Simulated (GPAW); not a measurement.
## AlN: single point with PBE

The system is AlN.

```
Al N
1.0
     0.00000    2.18399    2.18399
     2.18399    0.00000    2.18399
     2.18399    2.18399    0.00000
Al N
1 1
Direct
  0.00035 0.99402 0.01127
  0.24779 0.25620 0.24190
```

The cell comes from a database or a generator and needn't be the stable form of this composition.

The cell isn't the ideal one: atoms moved at random, drawn with an rms of 0.05 Å.

```json
{
 "Program": "GPAW 26.7.0",
 "Task": "single point",
 "Functional": "PBE",
 "Potentials or basis": "GPAW PAW data sets (gpaw-data 1.2.1)",
 "Cutoff": "800 eV",
 "Basis": "pw",
 "k mesh": "10 × 10 × 10",
 "Occupations": "fermi-dirac, width 0.05 eV",
 "Spin": "no spin polarisation"
}
```

```
Pressure               : 6.1 GPa
Largest force          : 0.774 eV/Å
Band gap on the k mesh : 3.15 eV, indirect (least direct gap 4.04 eV)
```

Forces on the atoms (eV/Å):
```
Al  -0.176 -0.702  0.273
N    0.176  0.702 -0.273
```

Stress tensor (GPa, compression positive):
```
 6.29 -1.39  3.57
-1.39  5.87  0.91
 3.57  0.91  6.25
```

Levels at points of the mesh, in eV from the valence-band top:
```csv
k point,band 1,band 2,band 3,band 4,band 5,band 6,band 7
"(0.00, 0.00, 0.00)",-15.14,-0.28,-0.18,0.00,4.04,12.40,12.42
"(0.00, 0.00, 0.50)",-13.10,-5.95,-0.76,-0.66,7.28,9.75,10.92
"(0.00, 0.50, 0.00)",-13.08,-6.06,-0.67,-0.51,7.19,9.67,10.95
"(0.00, 0.50, 0.50)",-12.45,-5.06,-1.96,-1.90,3.15,8.44,13.79
"(0.50, 0.00, 0.00)",-13.09,-6.01,-0.75,-0.54,7.23,9.71,10.92
"(0.50, 0.00, 0.50)",-12.45,-5.06,-2.02,-1.84,3.16,8.46,13.79
"(0.50, 0.50, 0.00)",-12.45,-5.06,-1.97,-1.89,3.15,8.44,13.79
"(0.50, 0.50, 0.50)",-13.08,-6.05,-0.69,-0.51,7.20,9.68,10.94
```

Wall time 110 s on 1 thread of Arm Neoverse V2 (shared host), peak memory 0.35 GiB.

A k mesh can miss the band edges.
